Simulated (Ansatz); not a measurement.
Starting cell, BeO (wurtzite):

```
CELL_PARAMETERS angstrom
      2.71181     0.00000     0.00000
     -1.35591     2.34850     0.00000
      0.00000     0.00000     4.40456
ATOMIC_POSITIONS crystal
  Be 0.66667 0.33333 0.00149
  Be 0.33333 0.66667 0.50149
  O  0.66667 0.33333 0.62371
  O  0.33333 0.66667 0.12371
```

In each cell atom 2 (Be, nearest neighbour O at 1.656 Å; its periodic images, 2.7 Å or more away, move with it) moves by s·(0.000, 0.946, 0.325) (towards the nearest neighbour), the rest being held.

Calculation: PBE (plane waves to 420 eV, PAW, scalar-relativistic; Ansatz, a program for electronic structure). k mesh 11×11×6 (Γ-centred), Fermi-Dirac smearing 0.05 eV. The energy includes the smearing's −TS. F⊥ is the part of the force across the line. BeO was relaxed with its symmetry unable to fall. The zero of ΔE is the undisplaced structure.

Q: What ΔE (meV/cell) and |F⊥| (eV/Å) does the calculation give at s (Å) = -0.330, -0.132, -0.066, 0.066, 0.132, 0.198, 0.264, 0.330?

A: 
| s (Å) | ΔE (meV/cell) | |F⊥| (eV/Å) |
|---|---|---|
| -0.330 | 374 | 0.717 |
| -0.132 | 81 | 0.253 |
| -0.066 | 22 | 0.122 |
| 0.066 | 28 | 0.116 |
| 0.132 | 123 | 0.229 |
| 0.198 | 309 | 0.340 |
| 0.264 | 617 | 0.449 |
| 0.330 | 1093 | 0.557 |

(For displaced atoms, the force is minus the slope of the energy, and its curvature is a force constant, which sets phonon frequencies.)
